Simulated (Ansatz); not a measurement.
Bicrystals of relaxed bulk Cu (Fm-3m, 11.96 Å³/atom, gap on the mesh 0.00 eV): one grain is mirrored in the boundary plane and shifted (fractions of the plane's cell), where said the two species change places in it, close atoms are joined, tilt boundaries are opened by 0.15 Å, then atoms and the cell's height are relaxed. Energies are the mean of the cell's two boundaries over the bulk on a matched mesh; other shifts may lie lower.

Level of theory: Ansatz 0.2.0, DFT PBE, scalar-relativistic, plane waves, PAW.

Cutoff 420 eV, Gaussian smearing of 0.10 eV, energies at zero smearing, symmetry of each start kept, no spin polarisation.

| start | atoms | k mesh | boundary energy (mJ/m²) | excess width (Å) | gap on the mesh (eV) |
| --- | --- | --- | --- | --- | --- |
| Σ5 (210), mirror between planes, shift [0.5, 0] | 20 | 10×10×2 | 1066 | 0.25 | 0 |
| Σ5 (210), mirror between planes, shift [0, 0.5] | 20 | 10×10×2 | 1067 | 0.40 | 0 |

Small energy differences in metals hang on the k mesh (about 10 mJ/m² or 1 to 2 meV/atom on the mesh of the relaxation).

Cost: 2 runs of about 120 core-minutes in all, on Intel Xeon Processor @ 2.50GHz (Skylake/Cascade Lake) (shared hosts).